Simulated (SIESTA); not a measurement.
Runs of SIESTA 5.4.2 on WC. It takes space group Fm-3m (No. 225, cubic). Conventional cell: a = 4.385 Å, b = 4.385 Å, c = 4.385 Å, α = 90.00°, β = 90.00°, γ = 90.00°. Around W (site symmetry m-3m) lie 6 C at 2.19 Å. C (site symmetry m-3m) has 6 W at 2.19 Å as nearest neighbours. Measurements of this composition are mostly on another form, of space group No. 187.

| task | level | potentials or basis | gap on the mesh (eV) | pressure (GPa) | V0 of scaled cells (Å³/atom) | B0 (GPa) |
| --- | --- | --- | --- | --- | --- | --- |
| band structure | LDA | PseudoDojo 0.4 standard (LDA files), DZP (energy shift 0.003 Ry; two zetas on semicore shells) | none | -7.4 | - | - |
| equation of state | PBEsol | PseudoDojo 0.4 standard (PBEsol files), DZP (energy shift 0.003 Ry; two zetas on semicore shells) | - | - | 10.53 | 366 |
| equation of state | LDA | PseudoDojo 0.4 standard (LDA files), DZP (energy shift 0.003 Ry; two zetas on semicore shells) | - | - | 10.33 | (a) |
| band structure | BLYP | PseudoDojo 0.4 standard (PBE files), DZP (energy shift 0.003 Ry; two zetas on semicore shells) | none | (b) | - | - |
| single point | PBEsol | PseudoDojo 0.4 standard (PBEsol files), DZP (energy shift 0.003 Ry; two zetas on semicore shells) | none | -0.5 | - | - |

Alike in all rows: no spin polarisation; cell as given; k mesh 10 × 10 × 10; smearing fermi-dirac 0.05 eV; grid cutoff 800 Ry; energy shift 0.003 Ry.

**Question.** Fill in the values left out.

**Answer.** (a) 377; (b) 21.1.

Caveats: short orbitals over semicore shells can move pressures by several GPa; the basis of atomic orbitals isn't converged, which shifts pressures, moduli and gaps; the potentials were made for another functional, which shifts forces and pressure (some runs).

A k mesh can miss the band edges, and the runs leave out spin-orbit coupling on W.

A gap of «none» marks a metal or a gap under the smearing width.

Not every run made on this cell is shown here.
